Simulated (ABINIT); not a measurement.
Runs of ABINIT 10.8.3 (patched build) on I. Symmetry: Fmmm, No. 69, orthorhombic system. The conventional cell has a = 4.384 Å, b = 4.731 Å, c = 7.820 Å, α = 90.00°, β = 90.00°, γ = 90.00°. I (site symmetry mmm) is surrounded by 4 I at 3.23 Å. 

```tsv
task	level	gap on the mesh (eV)	pressure (GPa)
band structure	SOGGA	none	-1.9
band structure	HCTH407	none	3.0
band structure	rPW86PBE	none	(a)
band structure	WC	none	(b)
band structure	PBEsol	none	-1.4
```

Alike in all rows: potentials or basis JTH PAW PBE v2.0; no spin polarisation; cell as given; k mesh 9 × 9 × 9; cutoff (eV) 408; smearing fermi-dirac 0.05 eV.

Problem. Fill in the values left out.

Solution. (a) 2.3; (b) -1.3.

Caveats: the PAW data sets were made with another functional, which shifts forces and pressure a little; spin-orbit coupling is left out, which moves the levels of the heavy elements; an odd number of electrons without spin polarisation forces a metal; a magnetic or distorted state may lie lower.

A k mesh can miss the band edges, and the runs leave out spin-orbit coupling on I.

A gap of «none» marks a metal or a gap under the smearing width.

Runs at the PBE level aren't shown here.
